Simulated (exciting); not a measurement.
# BaO: the O K edge from the Bethe–Salpeter equation

How far do the exchange and direct terms reshape the O K edge of BaO?

Method: X-ray absorption, core-level Bethe-Salpeter equation, exchange and statically screened direct term, Tamm-Dancoff, all-electron LAPW+lo LDA, in exciting sodium.

The database entry behind the starting cell differs from later determinations by our own check (about 0.7 % short), so it need not match the best structure at ambient conditions.

### 1. Starting point

It takes space group Fm-3m (No. 225, cubic). The conventional cell has a = 5.500 Å, b = 5.500 Å, c = 5.500 Å, α = 90.00°, β = 90.00°, γ = 90.00°. Nearest to Ba lie 6 O at 2.75 Å. O has 6 Ba at 2.75 Å nearest. Farther neighbours and most contacts between anions are not listed.

Structure file:

```xyz
2
Lattice="0.0000 2.7500 2.7500 2.7500 0.0000 2.7500 2.7500 2.7500 0.0000" Properties=species:S:1:pos:R:3 pbc="T T T"
Ba    0.0000    0.0000    0.0000
O     2.7500    2.7500    2.7500
```

Differences between curves are given as r.m.s. difference over r.m.s. height.

### 2. Ground state

The species files are the program's own, with muffin-tin radii set in the input.

Input file input.xml:

```
<input>
  <title>BaO</title>
  <structure speciespath="." autormt="false" epslat="1.0e-5">
    <crystal>
      <basevect>0.0000000000 5.1967468418 5.1967468418</basevect>
      <basevect>5.1967468418 0.0000000000 5.1967468418</basevect>
      <basevect>5.1967468418 5.1967468418 0.0000000000</basevect>
    </crystal>
    <species speciesfile="Ba.xml" rmt="2.464">
      <atom coord="0.0000000000 0.0000000000 0.0000000000"/>
    </species>
    <species speciesfile="O.xml" rmt="2.300">
      <atom coord="0.5000000000 0.5000000000 0.5000000000"/>
    </species>
  </structure>
  <groundstate do="fromscratch" xctype="LDA_PW" ngridk="4 4 4" rgkmax="7" gmaxvr="14" nempty="8" swidth="0.001" maxscl="100" epsengy="1e-5"/>
</input>
```

Launch:

```sh
$ OMP_NUM_THREADS=1 mpirun -n 2 exciting
```

Numbers of over 12 decimals in the logs are rounded to 6 here.

Output:

```text
EXCITING SODIUM started
********************************************************************************
* Ground-state run starting from atomic densities                              *
********************************************************************************
+ Starting initialization                                                      +
[... lattice and species ...]
 Spin treatment                             :    spin-unpolarised
 Number of Bravais lattice symmetries       :      48
[...]
+ Self-consistent loop stopped                                                 +
 STATE.OUT is written
********************************************************************************
* Groundstate module stopped                                                   *
********************************************************************************
 Total time spent (seconds)                 :        70.01
- CAUTION! Warnings have been written in file WARNING.OUT !                    -
| EXCITING SODIUM stopped                                                      =
[key lines of the parts left out:]
Total energy                               :     -8208.06749068
Fermi energy                               :         0.23856123
```

It took 72 s on 2 MPI ranks of Arm Neoverse N1, shared host.

The warnings file holds hints only, no warning.

The mesh shows a gap of 1.83 eV. Core levels (Dirac, from the valence top):

```tsv
atom	level	energy (eV)
Ba	2p3/2	-5149.2
Ba	3s1/2	-1231.7
Ba	3p1/2	-1089.4
Ba	3p3/2	-1015.7
Ba	3d3/2	-765.1
Ba	3d5/2	-749.4
Ba	4s1/2	-234.5
Ba	4p1/2	-182.8
Ba	4p3/2	-167.3
O	1s1/2	-499.7
```

### 3. A richer basis for the empty states

Each species file gets more local orbitals, built from u and its energy derivative at 0.15 Ha and u at 0.9 Ha.

input.xml is that of step 2.

Input file SPECIES.xml, added lines:

```
<lo l="L">  <!-- L = 0, 1, 2, and 3 from Cs on -->
  <wf matchingOrder="0" trialEnergy="0.1500" searchE="false"/>
  <wf matchingOrder="1" trialEnergy="0.1500" searchE="false"/>
  <wf matchingOrder="0" trialEnergy="0.9000" searchE="false"/>
</lo>
```

Launch:

```sh
$ OMP_NUM_THREADS=1 mpirun -n 2 exciting
```

Output:

```text
EXCITING SODIUM started
********************************************************************************
* Ground-state run starting from atomic densities                              *
********************************************************************************
+ Starting initialization                                                      +
[... lattice and species ...]
 Spin treatment                             :    spin-unpolarised
 Number of Bravais lattice symmetries       :      48
[...]
+ Self-consistent loop stopped                                                 +
 STATE.OUT is written
********************************************************************************
* Groundstate module stopped                                                   *
********************************************************************************
 Total time spent (seconds)                 :        21.42
- CAUTION! Warnings have been written in file WARNING.OUT !                    -
| EXCITING SODIUM stopped                                                      =
[key lines of the parts left out:]
Total energy                               :     -8208.06913094
Fermi energy                               :         0.23936941
```

It took 22 s on 2 MPI ranks.

Against the first ground state the total energy moves by -22 meV an atom and the gap by -0.01 eV.

### 4. Screening, kernels and BSE for O atom 2

The absorber has 6 Ba at 2.75 Å (octahedral, site symmetry m-3m).

input.xml, as its differences from that of step 3:

```diff
@@ -15,3 +15,20 @@
   </structure>
-  <groundstate do="fromscratch" xctype="LDA_PW" ngridk="4 4 4" rgkmax="7" gmaxvr="14" nempty="8" swidth="0.001" maxscl="100" epsengy="1e-5"/>
+  <groundstate do="skip" xctype="LDA_PW" ngridk="4 4 4" rgkmax="7" gmaxvr="14" nempty="8" swidth="0.001" maxscl="100" epsengy="1e-5"/>
+  <xs xstype="BSE" ngridk="5 5 5" ngridq="5 5 5" vkloff="0.097 0.273 0.493" rgkmax="7" nempty="33" gqmax="3" lmaxapwwf="5" lmaxemat="2" broad="0.01654" tevout="true">
+    <energywindow intv="17.984 19.601" points="439"/>
+    <screening screentype="full" nempty="50"/>
+    <BSE xas="true" xasspecies="2" xasatom="1" xasedge="K" bsetype="singlet" nstlxas="1 29"/>
+    <qpointset>
+      <qpoint>0 0 0</qpoint>
+    </qpointset>
+    <plan>
+      <doonly task="xsgeneigvec"/>
+      <doonly task="writepmatxs"/>
+      <doonly task="scrgeneigvec"/>
+      <doonly task="scrwritepmat"/>
+      <doonly task="screen"/>
+      <doonly task="scrcoulint"/>
+      <doonly task="exccoulint"/>
+    </plan>
+  </xs>
 </input>
```

Input file input.xml for the last start (plan only):

```
  <plan>
    <doonly task="bse"/>
  </plan>
```

Launch:

```sh
$ OMP_NUM_THREADS=1 mpirun -n 2 exciting
$ OMP_NUM_THREADS=2 exciting
```

Output:

```text
| EXCITING SODIUM started for task xsgeneigvec ( 301)                          =
One-shot GS runs for BSE calculations
One-shot GS runs for k+qmt/2 grids
Info(xsgeneigvec): Generating eigenvectors for Q-point      1
Info(xsgeneigvec): Generation of eigenvectors finished
| EXCITING SODIUM started for task writepmatxs ( 320)                          =
Info(writepmatxs): Momentum matrix elements finished
| EXCITING SODIUM started for task scrgeneigvec ( 401)                         =
One-shot GS runs for BSE calculations
One-shot GS runs for k+qmt/2 grids
[...]
Info(setup_bse_block): Setting up RR part of hamiltonian
Info(setup_bse_block): Singlet spin state
Info(bse): Diagonalizing RR Hamiltonian (TDA)
Info(bse): Invoking Lapack routine ZHEEVR
      7250 eigen solutions found in the interval:
         i1=       1 i2=    7250
Info(bse): Writing excition energies and oscillator strengths to text file.
Info(makespectrum_dist): Making spectrum using formula for coupling with time reversed AR basis.
Info(makespectrum_dist): Using formalism for vanishing momentum transfer.
Info(writederived): Writing quantities derived from the macroscopic dielectric function.
Info(bselauncher): Spectrum finished for iqmt=  1
Info(bselauncher): All done for BSE type singlet
```

Elapsed: 62 min, on 2 MPI ranks.

Wall time by task: xsgeneigvec 8.6 s, writepmatxs 25 s, scrgeneigvec 6 s, scrwritepmat 4.5 s, screen 4.2 min, scrcoulint 29 min, exccoulint 20 min, bse 7.8 min.

The O K spectrum of O atom 2 (energy from the Kohn–Sham onset, core level to the lowest empty state found on the meshes used, 501.38 eV; the ground-state mesh sets it, and the shifted mesh has its lowest transition 0.08 eV above it; Im ε scaled to the maximum of the singlet run; cut below the end of the band set):

```tsv
E (eV)	Im ε
-3.5	0.02
-3.0	0.03
-2.5	0.04
-2.0	0.05
-1.5	0.06
-1.0	0.10
-0.5	0.17
0.0	0.34
0.5	0.64
1.0	0.95
1.5	0.96
2.0	0.74
2.5	0.59
3.0	0.61
3.5	0.59
4.0	0.58
4.5	0.72
5.0	0.69
5.5	0.63
6.0	0.66
6.5	0.53
7.0	0.38
7.5	0.39
8.0	0.32
8.5	0.22
9.0	0.18
9.5	0.17
10.0	0.18
10.5	0.19
11.0	0.19
11.5	0.17
12.0	0.14
12.5	0.13
13.0	0.14
13.5	0.17
14.0	0.19
14.5	0.15
15.0	0.13
15.5	0.14
16.0	0.20
16.5	0.30
17.0	0.41
17.5	0.45
18.0	0.46
18.5	0.42
19.0	0.37
19.5	0.29
20.0	0.21
20.5	0.15
21.0	0.12
21.5	0.11
22.0	0.12
22.5	0.12
23.0	0.12
23.5	0.13
24.0	0.15
24.5	0.20
25.0	0.20
25.5	0.21
26.0	0.19
26.5	0.17
```

Maxima (height): 1.2 eV (1.00), 3.1 eV (0.62), 4.7 eV (0.75), 6.0 eV (0.66), 7.5 eV (0.39), 17.9 eV (0.46) and 25.4 eV (0.21); 2 lower ones aren't listed.

The Hamiltonian has 7250 rows. The lowest groups of eigenvalues and the brightest ones, on the scale above (the program counts from the shifted mesh's onset, 0.08 eV higher). Core spinors bring spin-forbidden partners, so dark means forbidden by spin or by symmetry, and the shifted mesh splits states that symmetry would keep together:

```tsv
energy (eV)	states within 10 meV	relative strength
-0.466	2	0.0054
-0.319	2	0.0044
-0.302	2	0.0093
-0.096	2	0.13
-0.062	2	0.049
-0.036	2	0.0011
0.861	2	1.00
0.916	1	0.48
1.234	2	0.66
1.279	2	0.53
1.416	4	0.67
4.680	4	0.52
4.716	6	0.55
```

### 5. Independent particles

input.xml, as its differences from that of step 4:

```diff
@@ -19,3 +19,3 @@
     <screening screentype="full" nempty="50"/>
-    <BSE xas="true" xasspecies="2" xasatom="1" xasedge="K" bsetype="singlet" nstlxas="1 29"/>
+    <BSE xas="true" xasspecies="2" xasatom="1" xasedge="K" bsetype="IP" nstlxas="1 29"/>
     <qpointset>
@@ -24,9 +24,3 @@
     <plan>
-      <doonly task="xsgeneigvec"/>
-      <doonly task="writepmatxs"/>
-      <doonly task="scrgeneigvec"/>
-      <doonly task="scrwritepmat"/>
-      <doonly task="screen"/>
-      <doonly task="scrcoulint"/>
-      <doonly task="exccoulint"/>
+      <doonly task="bse"/>
     </plan>
```

Launch:

```sh
$ OMP_NUM_THREADS=2 exciting
```

Output:

```text
| EXCITING SODIUM started for task bse ( 445)                                  =
Info(bselauncher): Init time:    1.517776
Info(bselauncher): Setting up and diagonalizing BSE Hamiltonian.
Info(bselauncher): Using momentum transfer vectors from list :   1 to  1
Info(bselauncher): Distributing qmt-points over   1 processes.
Info(bselauncher): BSE type: IP
Info(bselauncher): Momentum transfer list index: iqmt=  1
Info(bselauncher): Momentum transfer: vqmtl=   0.000   0.000   0.000
Info(bse): Inspecting occupations...
Info(setranges_modxs): Number of non-reduced k-points:      125
[...]
highest unoccupied state:  42
  Opening gap with a scissor of:      0.000/H      0.000/eV
Info(select_transitions): Number of participating transitions:    7250
Info(bse): Selecting transitions...
Info(bse):bsegap (eV):   501.452629
Info(bse): IP requested, nothing much to do
Info(bse): Writing excition energies and oscillator strengths to text file.
Info(makespectrum_dist): Making spectrum using formula for coupling with time reversed AR basis.
Info(makespectrum_dist): Using formalism for vanishing momentum transfer.
Info(writederived): Writing quantities derived from the macroscopic dielectric function.
Info(bselauncher): Spectrum finished for iqmt=  1
Info(bselauncher): All done for BSE type IP
```

It took 3 s on 2 threads.

Maxima (height): 4.0 eV (0.54), 5.7 eV (0.52), 7.4 eV (0.82), 8.9 eV (0.68) and 20.1 eV (0.58); 3 lower ones aren't listed. Against the singlet run the r.m.s. difference is 64 %. Moving the earlier curve by +2.4 eV leaves 33 %. The highest maximum lies at 7.4 eV (0.82), against 1.2 eV (1.00).

### 6. Exchange alone

input.xml, as its differences from that of step 5:

```diff
@@ -19,3 +19,3 @@
     <screening screentype="full" nempty="50"/>
-    <BSE xas="true" xasspecies="2" xasatom="1" xasedge="K" bsetype="IP" nstlxas="1 29"/>
+    <BSE xas="true" xasspecies="2" xasatom="1" xasedge="K" bsetype="RPA" nstlxas="1 29"/>
     <qpointset>
```

Launch:

```sh
$ OMP_NUM_THREADS=2 exciting
```

Output:

```text
| EXCITING SODIUM started for task bse ( 445)                                  =
Info(bselauncher): Init time:    1.515790
Info(bselauncher): Setting up and diagonalizing BSE Hamiltonian.
Info(bselauncher): Using momentum transfer vectors from list :   1 to  1
Info(bselauncher): Distributing qmt-points over   1 processes.
Info(bselauncher): BSE type: RPA
Info(bselauncher): Momentum transfer list index: iqmt=  1
Info(bselauncher): Momentum transfer: vqmtl=   0.000   0.000   0.000
Info(bse): Inspecting occupations...
Info(setranges_modxs): Number of non-reduced k-points:      125
[...]
Info(setup_bse_block): Setting up RR part of hamiltonian
Info(setup_bse_block): Using RPA approximation
Info(bse): Diagonalizing RR Hamiltonian (TDA)
Info(bse): Invoking Lapack routine ZHEEVR
      7250 eigen solutions found in the interval:
         i1=       1 i2=    7250
Info(bse): Writing excition energies and oscillator strengths to text file.
Info(makespectrum_dist): Making spectrum using formula for coupling with time reversed AR basis.
Info(makespectrum_dist): Using formalism for vanishing momentum transfer.
Info(writederived): Writing quantities derived from the macroscopic dielectric function.
Info(bselauncher): Spectrum finished for iqmt=  1
Info(bselauncher): All done for BSE type RPA
```

Elapsed: 7.5 min, on 2 threads.

Maxima (height): 4.1 eV (0.52), 5.8 eV (0.51), 7.4 eV (0.81), 8.9 eV (0.69) and 20.2 eV (0.59); 3 lower ones aren't listed. Against the independent-particle run the r.m.s. difference is 3 %.

### 7. Direct term alone

input.xml, as its differences from that of step 6:

```diff
@@ -19,3 +19,3 @@
     <screening screentype="full" nempty="50"/>
-    <BSE xas="true" xasspecies="2" xasatom="1" xasedge="K" bsetype="RPA" nstlxas="1 29"/>
+    <BSE xas="true" xasspecies="2" xasatom="1" xasedge="K" bsetype="triplet" nstlxas="1 29"/>
     <qpointset>
```

Launch:

```sh
$ OMP_NUM_THREADS=2 exciting
```

Output:

```text
| EXCITING SODIUM started for task bse ( 445)                                  =
Info(bselauncher): Init time:    1.512139
Info(bselauncher): Setting up and diagonalizing BSE Hamiltonian.
Info(bselauncher): Using momentum transfer vectors from list :   1 to  1
Info(bselauncher): Distributing qmt-points over   1 processes.
Info(bselauncher): BSE type: triplet
Info(bselauncher): Momentum transfer list index: iqmt=  1
Info(bselauncher): Momentum transfer: vqmtl=   0.000   0.000   0.000
Info(bse): Inspecting occupations...
[...]
Info(setup_bse_block): Setting up RR part of hamiltonian
Info(setup_bse_block): Triplet spin state
Info(bse): Diagonalizing RR Hamiltonian (TDA)
Info(bse): Invoking Lapack routine ZHEEVR
      7250 eigen solutions found in the interval:
         i1=       1 i2=    7250
Info(bse): Writing excition energies and oscillator strengths to text file.
Info(makespectrum_dist): Making spectrum using formula for coupling with time reversed AR basis.
Info(makespectrum_dist): Using formalism for vanishing momentum transfer.
Info(writederived): Writing quantities derived from the macroscopic dielectric function.
Info(bselauncher): Spectrum finished for iqmt=  1
Info(bselauncher): All done for BSE type triplet
```

It took 7.5 min on 2 threads.

Maxima (height): 1.2 eV (1.05), 3.1 eV (0.62), 4.6 eV (0.75), 5.9 eV (0.64) and 17.8 eV (0.46); 4 lower ones aren't listed. Against the singlet run the r.m.s. difference is 4 %. The highest maximum lies at 1.2 eV (1.05), against 1.2 eV (1.00).

### 8. Broadening

Changed against the first singlet run: half width (eV) from 0.45 to 0.11.

input.xml, as its differences from that of step 7:

```diff
@@ -16,6 +16,6 @@
   <groundstate do="skip" xctype="LDA_PW" ngridk="4 4 4" rgkmax="7" gmaxvr="14" nempty="8" swidth="0.001" maxscl="100" epsengy="1e-5"/>
-  <xs xstype="BSE" ngridk="5 5 5" ngridq="5 5 5" vkloff="0.097 0.273 0.493" rgkmax="7" nempty="33" gqmax="3" lmaxapwwf="5" lmaxemat="2" broad="0.01654" tevout="true">
-    <energywindow intv="17.984 19.601" points="439"/>
+  <xs xstype="BSE" ngridk="5 5 5" ngridq="5 5 5" vkloff="0.097 0.273 0.493" rgkmax="7" nempty="33" gqmax="3" lmaxapwwf="5" lmaxemat="2" broad="0.00404" tevout="true">
+    <energywindow intv="17.984 19.601" points="1199"/>
     <screening screentype="full" nempty="50"/>
-    <BSE xas="true" xasspecies="2" xasatom="1" xasedge="K" bsetype="triplet" nstlxas="1 29"/>
+    <BSE xas="true" xasspecies="2" xasatom="1" xasedge="K" bsetype="singlet" nstlxas="1 29"/>
     <qpointset>
```

Launch:

```sh
$ OMP_NUM_THREADS=2 exciting
```

Output:

```text
| EXCITING SODIUM started for task bse ( 445)                                  =
Info(bselauncher): Init time:    1.516677
Info(bselauncher): Setting up and diagonalizing BSE Hamiltonian.
Info(bselauncher): Using momentum transfer vectors from list :   1 to  1
Info(bselauncher): Distributing qmt-points over   1 processes.
Info(bselauncher): BSE type: singlet
Info(bselauncher): Momentum transfer list index: iqmt=  1
Info(bselauncher): Momentum transfer: vqmtl=   0.000   0.000   0.000
Info(bse): Inspecting occupations...
[...]
Info(setup_bse_block): Setting up RR part of hamiltonian
Info(setup_bse_block): Singlet spin state
Info(bse): Diagonalizing RR Hamiltonian (TDA)
Info(bse): Invoking Lapack routine ZHEEVR
      7250 eigen solutions found in the interval:
         i1=       1 i2=    7250
Info(bse): Writing excition energies and oscillator strengths to text file.
Info(makespectrum_dist): Making spectrum using formula for coupling with time reversed AR basis.
Info(makespectrum_dist): Using formalism for vanishing momentum transfer.
Info(writederived): Writing quantities derived from the macroscopic dielectric function.
Info(bselauncher): Spectrum finished for iqmt=  1
Info(bselauncher): All done for BSE type singlet
```

The job ended after 7.7 min (2 threads).

(Part 1 of 2 ends here.)

[Banner, clock and machine lines of the logs are left out without a mark of their own.]

[Logs are printed without paths, hosts, clocks, repeated set-up lines and the standing remarks that a program may print on its own settings, such as how far it seeks lower states.]

[Hosts, paths, dates, database ids (printed as entryN), source tags and the programs' standing remarks are cut or masked in the printed files.]
